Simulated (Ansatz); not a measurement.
# Fields on a plane of Li3N (Li3N type, space group P6/mmm)

```
Li3N
1.0
    3.63435     0.00000     0.00000
   -1.81718     3.14744     0.00000
    0.00000     0.00000     3.86452
Li N
3 1
Direct
  0.00000   0.00000   0.50000
  0.33333   0.66667   0.00000
  0.66667   0.33333   0.00000
  0.00000   0.00000   0.00000
```

The slice is a (1 -1 0 0) plane (indices of the conventional cell) through the point (0.000, 0.000, 0.500) (fractional), spanned by u = [110] and v = [001] in vectors of this cell: u (3.63 Å) and v (3.86 Å, at 90° to u). It covers one period; positions are fractions (u, v).

Atoms on it: Li at (0.00, 0.00); N at (0.00, 0.50).

The numbers are results of PBE (plane waves to 420 eV, PAW, scalar-relativistic; Ansatz, a first-principles code), not measurements. k mesh 10×10×9. Inside the PAW spheres the values are not all-electron values, and peaks at nuclei hang on which shells count as valence. Li3N was relaxed with its symmetry unable to fall.

```
|xxxxxxx02456777877765420xxxxxx|
|xxxxxxx13566777877766531xxxxxx|
|xxxxxx0245677778777765420xxxxx|
|xxxxxx2356777777777776532xxxxx|
|xxxxx245677777777777776542xxxx|
|xxx1456777887777777887776541xx|
|334566788888777777788888766543|
|445678899988776667788999887654|
|334678999987766666778999987643|
|xxx2689999876555556789999862xx|
|xxxxx689998765444567899986xxxx|
|xxxxxx7898765433345678987xxxxx|
|xxxxxx3788764322234678873xxxxx|
|xxxxxxx67875421112457876xxxxxx|
|xxxxxxx57765321012356775xxxxxx|
|xxxxxxx57765310001356775xxxxxx|
|xxxxxxx57765321012356775xxxxxx|
|xxxxxxx67875421112457876xxxxxx|
|xxxxxx3788764322234678873xxxxx|
|xxxxxx7898765433345678987xxxxx|
|xxxxx689998765444567899986xxxx|
|xxx2689999876555556789999862xx|
|334678999987766666778999987643|
|445678899988776667788999887654|
|334566788888777777788888766543|
|xxx1456777887777777887776541xx|
|xxxxx245677777777777776542xxxx|
|xxxxxx2356777777777776532xxxxx|
|xxxxxx0245677778777765420xxxxx|
|xxxxxxx13566777877766531xxxxxx|
|xxxxxxx02456777877765420xxxxxx|
|xxxxxxx02456777877765420xxxxxx|
```
Scale: ten equal steps from -0.36 (start of '0') to 5.50 (end of '9'), in the order '0123456789'. Values: electrostatic potential energy of an electron, from the cell's mean, in eV. The map has 30 points along u (one character each, u = 0 at the left) and 32 along v (v = 0 in the bottom row). Points within 0.8 Å of a nucleus are blanked (x), as the pseudised field means little there. The zero, the cell's mean, hangs on the PAW cores.

```
|xxxx61000000111111100000016xxx|
|xxx8300000011111111100000038xx|
|xx631000001111111111100000136x|
|321000001122111111122110000012|
|000000122332211111223322100000|
|001112344443221112234444321110|
|333455666543221112234566655433|
|777777777654321112345677777777|
|999998887754321112345778889999|
|999999988764321112346788999999|
|999999998764311011346789999999|
|889999998864210001246889999998|
|xx899999986421000124689999998x|
|xxx8999998742100012478999998xx|
|xxxx99999874210001247899999xxx|
|xxxx89999874210001247899998xxx|
|xxxx99999874210001247899999xxx|
|xxx8999998742100012478999998xx|
|xx899999986421000124689999998x|
|889999998864210001246889999998|
|999999998764311011346789999999|
|999999988764321112346788999999|
|999998887754321112345778889999|
|777777777654321112345677777777|
|333455666543221112234566655433|
|001112344443221112234444321110|
|000000122332211111223322100000|
|321000001122111111122110000012|
|xx631000001111111111100000136x|
|xxx8300000011111111100000038xx|
|xxxx61000000111111100000016xxx|
|xxxx71000000011111000000017xxx|
```
Scale: ten equal steps from 0.01 (start of '0') to 0.84 (end of '9'), in the order '0123456789'. Values: electron localisation function (ELF). The map has 30 points along u (one character each, u = 0 at the left) and 32 along v (v = 0 in the bottom row). Points within 0.4 Å of a nucleus are blanked (x), as the pseudised field means little there.

| Property | Value |
|---|---|
| Density on the Li–N line (1.93 Å) at its density minimum, 0.7 Å from Li | 0.25 e/Å³ |
| ELF at that point | 0.09 |
| ELF maximum in the middle third of the Li–N line | 0.81, 1.2 Å from Li |
| Character of the Li–N contact (rough rule: ELF there above 0.7 covalent, below 0.2 ionic, polar between) | closed-shell (ionic) |
